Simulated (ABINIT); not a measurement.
Runs of ABINIT 10.8.3 (patched build) on CoO. It takes space group R3m (No. 160, trigonal). Conventional cell: a = 3.204 Å, b = 3.204 Å, c = 7.699 Å, α = 90.00°, β = 90.00°, γ = 120.00°. Co (site symmetry 3m) has 4 O at 1.91 to 1.96 Å as nearest neighbours. O (site symmetry 3m) is surrounded by 4 Co at 1.91 to 1.96 Å. Measurements of this composition are mostly on another form, of space group No. 225.

| task | level | potentials or basis | U | k mesh | cutoff (eV) | double counting (usepawu) | k mesh for the DOS | fine-grid cutoff | mesh quality | gap on the mesh (eV) | pressure (GPa) | moment (μB) | largest force (eV/Å) |
| --- | --- | --- | --- | --- | --- | --- | --- | --- | --- | --- | --- | --- | --- |
| single point | PBEsol | PseudoDojo NC SR PBEsol v0.4 stringent | - | 8 × 8 × 8 | 1415 | - | - | - | not flagged | none | -8.0 | 2.82 | 0.21 |
| projected density of states | LDA+U | JTH PAW PBE v2.0 | Co d U = 0 eV | 6 × 6 × 6 | 707 | 1 | 8 × 8 × 8 | 1306.15 eV | coarse | none | -15.4 | (b) | 0.20 |
| single point | PBEsol | PseudoDojo NC SR PBEsol v0.4.1 standard | - | 8 × 8 × 8 | 1306 | - | - | - | not flagged | none | (a) | 2.85 | 0.22 |
| projected density of states | LDA+U | JTH PAW PBE v2.0 | Co d U = 6 eV | 6 × 6 × 6 | 707 | 1 | 8 × 8 × 8 | 1306.15 eV | coarse | none | 1.7 | 3.01 | 0.33 |
| projected density of states | LDA+U | JTH PAW PBE v2.0 | Co d U = 2 eV | 6 × 6 × 6 | 707 | 1 | 8 × 8 × 8 | 1306.15 eV | coarse | none | -7.9 | 2.86 | 0.31 |

Alike in all rows: spin collinear, ferromagnetic start; cell as given; smearing fermi-dirac 0.05 eV.

Q: Fill in the values left out.

A: (a) -7.7; (b) 2.65.

Caveats: some runs use coarse meshes; a cell with one magnetic atom can't hold antiferromagnetic order, which such compounds often take; the PAW data sets were made with another functional, which shifts forces and pressure a little (some runs); semilocal functionals often make such compounds metallic where correlation or magnetic order opens a gap, which also shifts bond lengths (some runs).

A gap of «none» marks a metal or a gap under the smearing width.
